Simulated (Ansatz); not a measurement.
## TiO2 — ⁴⁷Ti nuclear quadrupole resonance

Cell: a structure deposited in the COD, ions relaxed with PBE at fixed cell.

Space group Pbcn (No. 60); a = 4.5150, b = 5.4970, c = 4.9390 Å.

| site | Wyckoff | site symmetry | x | y | z |
| --- | --- | --- | --- | --- | --- |
| Ti | 4c | .2. | 0.0000 | 0.1745 | 0.2500 |
| O | 8d | 1 | 0.2704 | 0.3819 | 0.4197 |

One atom of each set is listed.

The numbers come from a DFT calculation in Ansatz (PBE, plane waves and PAW (field gradients read without the response of the frozen cores, which leaves them typically 4 to 6 % off), scalar-relativistic, 420 eV cutoff, Γ-centred 5×4×4 k-points, Fermi–Dirac smearing 0.02 eV).

⁴⁷Ti: I = 5/2, Q = 302.0 mb (year-2017 value). Static lattice, zero field.

(1) The simulated lines lie at 4.24, 5.56 MHz. What are |C_Q|, η and |V_zz| at Ti?

Results:

(1) For I = 5/2 and η = 0 the lines are 3|C_Q|/20 and twice that; η pulls their ratio below 2. Here |C_Q| = 19.9 MHz, η = 0.69 and |V_zz| = 2.73 × 10²¹ V/m². The calculation gives V_zz positive; the lines don't show the sign. The site has 6 O at 1.87–2.09 Å.

At this cell the PBE pressure is 5 GPa, so with PBE the cell would grow if it were relaxed.
